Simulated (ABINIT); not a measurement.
A run of ABINIT 10.8.3 (patched build):

File run.abi:

```
# Datasets
ndtset 3

# Pseudopotentials
pp_dirpath "./"
pseudos "W.upf, S.upf"

# Structure
acell 6.4273633094 6.4273633094 6.4273633094 Angstrom
rprim
     0.2456683906     0.1418367115     0.9589209504
    -0.2456683906     0.1418367115     0.9589209504
     0.0000000000    -0.2836734229     0.9589209504
ntypat 2
znucl 74 16
natom 3
typat 1 2 2
xred
            0.0            0.0            0.0
   0.5810000000   0.5810000000   0.5810000000
   0.7503000000   0.7503000000   0.7503000000

# Plane-wave basis
ecut 30.0

# k points
ngkpt 12 12 12
nshiftk 1
shiftk 0.0 0.0 0.0
istwfk *1

# Exchange and correlation
ixc 7

# Bands and occupations
occopt 1

# SCF cycle
nstep 80
diemac 6.0

# Output
iomode 3
prteig 0
prtebands 0

# Dataset 1: ground state
nband1 13
tolvrs1 1.0e-12
prtden1 1
prtwf1 0
kptopt1 1

# Dataset 2: empty bands at fixed density
iscf2 -2
getden2 1
nband2 23
nbdbuf2 4
tolwfr2 1.0e-12
nstep2 120
prtden2 0
kptopt2 1

# Dataset 3: wave functions and velocity matrix elements in the full zone
optdriver3 8
wfk_task3 "wfk_optics_fullbz"
getwfk3 2
nband3 19
kptopt3 1
prtevk3 1
inclvkb3 2
```

optic.abi

```
&FILES
 ddkfile_1 = 'runo_DS3_1_EVK.nc',
 ddkfile_2 = 'runo_DS3_2_EVK.nc',
 ddkfile_3 = 'runo_DS3_3_EVK.nc',
 wfkfile = 'runo_DS3_WFK.nc'
/
&PARAMETERS
 broadening = 0.007350,
 domega = 0.002,
 maxomega = 0.8,
 scissor = 0.000000,
 tolerance = 0.002
/
&COMPUTATIONS
 num_lin_comp = 2,
 lin_comp = 11,33,
 num_nonlin_comp = 2,
 nonlin_comp = 333,311
/
```

Potentials or basis: PseudoDojo NC SR LDA v0.4.1 standard.

Run with:

```bash
$ abinit run.abi > log 2>&1
$ optic optic.abi > optic.log 2>&1
```

Hardware: 1 thread of Arm Neoverse V1, with other jobs on the host.

**Question.** Estimate the wall time of this run.

**Answer.** Wall time 29 min on 1 thread of Arm Neoverse V1, on a shared host, peak memory 1.9 GiB. Counts: scf iterations 16, mpi ranks 1, k points 189, bands 13, plane waves 2866.
